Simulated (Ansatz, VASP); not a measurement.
## Li: VASP beside Ansatz

The input INCAR:

```
SYSTEM = Li
PREC = Accurate
ENCUT = 600
EDIFF = 1E-6
ISMEAR = -1
SIGMA = 0.1
LREAL = .False.
LASPH = .True.
NELM = 80
ALGO = Normal
ISIF = 3
LWAVE = .False.
LCHARG = .False.
GGA = PS
IBRION = 2
NSW = 80
EDIFFG = -0.01
```

File KPOINTS:

```
Automatic mesh
0
Gamma
  12 12 12
  0 0 0
```

The input POSCAR:

```
Li
1.0
    0.0000000000      2.2107204702      2.2107204702
    2.2107204702      0.0000000000      2.2107204702
    2.2107204702      2.2107204702      0.0000000000
Li
1
Direct
    0.0000000000      0.0000000000      0.0000000000
```

Input for Ansatz:

```yaml
crystal:
  lattice:
    - [0.0, 2.2107204702, 2.2107204702]
    - [2.2107204702, 0.0, 2.2107204702]
    - [2.2107204702, 2.2107204702, 0.0]
  atoms:
    - { symbol: Li, position: [0.0, 0.0, 0.0] }
hamiltonian:
  xc: pbesol
  pseudopotentials:
    kind: paw
    azcp:
      Li: "pseudopotentials/Li.paw.azcp"
basis:
  ecutwfc: 420
  fft_grid_basis: typed
kpoints:
  mp_grid: { grid: [12, 12, 12], shift: [0, 0, 0] }
magnetization:
  spin_polarized: false
scf:
  occupations: { method: fermi_dirac, width: 0.1 }
relax:
  max_steps: 60
  f_tol: 0.01
  cell: {}
output:
  write_density: true
  write_potential: true
  elf: true
  volumetric_format: npy
```

The cell was built by a generator and needn't be a form met in nature.

Alike in both runs: task relaxation of cell and atoms; functional PBEsol; k mesh 12 × 12 × 12; occupations fermi-dirac, width 0.1 eV; no spin polarisation.

```csv
,VASP,Ansatz
version,VASP 6.6.1,Ansatz 0.2.0
potentials or method,"VASP PAW PBE potentials, release 64 (Li_sv)","plane waves (420 eV) with PAW, scalar-relativistic"
plane-wave cutoff (eV),600,420
valence electrons in the cell,3,3
```

```csv
,VASP,Ansatz,Ansatz less VASP
relaxed volume (Å³/atom),19.94,20.15,+0.203
relaxed cell length with the largest relative difference (Å),3.044,3.054,+0.0103
energy change over the relaxation (meV/atom),-5,-4,+1.4
```

Ansatz warned: «pseudo_functional_mismatch».

Caveats: the cutoff is under 1.25 times the usual one of these potentials, so pressure, stress and relaxed cells hold a basis-set (Pulay) error (VASP); the PAW data sets were made with another functional, which shifts forces and pressure a little (VASP).
